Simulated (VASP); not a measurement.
A run of VASP 6.6.1 is set up as follows.

INCAR

```
SYSTEM = TaN
ALGO = Fast ; EDIFF = 1E-7
ENCUT = 520 ; GGA = PE
ISIF = 2 ; ISMEAR = -1
LASPH = .TRUE. ; LCHARG = .TRUE.
LELF = .TRUE. ; LREAL = .FALSE.
LVHAR = .TRUE. ; LWAVE = .FALSE.
NBANDS = 15 ; NELM = 100
PREC = Accurate ; SIGMA = 0.05
```

KPOINTS

```
k-points
0
G
  9 9 9
  0 0 0
```

Contents of POSCAR:

```
TaN
1.0
    0.0000000000      2.5400021304      2.5400021304
    2.5400021304      0.0000000000      2.5400021304
    2.5400021304      2.5400021304      0.0000000000
Ta N
1 1
Direct
    0.0000000000      0.0000000000      0.0000000000
    0.2500000000      0.2500000000      0.2500000000
```

Potentials or basis: VASP PAW PBE potentials, release 64 (Ta_pv, N).

Run with:

```sh
$ cat potpaw_PBE.64/Ta_pv/POTCAR potpaw_PBE.64/N/POTCAR > POTCAR
$ mpirun -np 1 vasp_std > vasp.out
```

Estimate the band gap on the k mesh.

none (metal or under the smearing width).

What does it give for the pressure?

-31.7 GPa.

Caveat: a pressure of tens of GPa on the cell as given is suspect, and the run, the potentials or the cell itself is likely at fault. The run has no spin-orbit coupling, so splittings on Ta are missing.
